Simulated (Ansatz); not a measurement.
Runs of Ansatz 0.2.0 on MnS. It takes space group Fm-3m (No. 225, cubic). Conventional cell: a = 5.209 Å, b = 5.209 Å, c = 5.209 Å, α = 90.00°, β = 90.00°, γ = 90.00°. Mn (site symmetry m-3m) is surrounded by 6 S at 2.60 Å. S (site symmetry m-3m) has 6 Mn at 2.60 Å as nearest neighbours. 

```tsv
task	level	cell	k mesh	points for each segment of the path	gap on the mesh (eV)	pressure (GPa)	moment (μB)	relaxed volume (Å³/atom)
relaxation of cell and atoms	RPBE+D3(BJ)	relaxed	9 × 9 × 9	-	-	0.0	(a)	15.79
relaxation of cell and atoms	PBEsol	relaxed	9 × 9 × 9	-	none	0.0	(b)	14.85
relaxation of cell and atoms	HSE06	relaxed	5 × 5 × 5	-	1.32	0.0	5.00	18.04
band structure	LDA	as given	9 × 9 × 9	14	none	-11.6	4.57	-
relaxation of cell and atoms	LDA	relaxed	9 × 9 × 9	-	none	0.0	3.63	13.87
band structure	PBE	as given	9 × 9 × 9	14	none	-2.9	(c)	-
band structure	PBEsol	as given	9 × 9 × 9	14	none	-7.3	4.68	-
relaxation of cell and atoms	BLYP+D4	relaxed	9 × 9 × 9	-	none	0.0	4.02	15.36
```

Alike in all rows: potentials or basis Ansatz PAW; spin collinear, ferromagnetic start; cutoff (eV) 420; smearing fermi-dirac 0.05 eV.

Task: Fill in the values left out.

Result: (a) 4.43; (b) 3.98; (c) 4.71.

Caveats: a cell with one magnetic atom can't hold antiferromagnetic order, which such compounds often take; the PAW data sets come from PBE, with cores solved anew for the run's functional, which leaves a small shift of forces and pressure (some runs); semilocal functionals often make such compounds metallic where correlation or magnetic order opens a gap, which also shifts bond lengths (some runs); the plane-wave basis is chosen anew once the cell has moved, so the energies of steps on either side of that aren't comparable (some runs); the volume moved by over 15 % at a fixed basis, so the end points are rough (some runs); the volume moved by -11 % from the deposited cell, more than functionals usually miss (some runs); the volume moved by -16 % from the deposited cell, more than functionals usually miss (some runs).

A k mesh can miss the band edges.

A gap of «none» marks a metal or a gap under the smearing width.
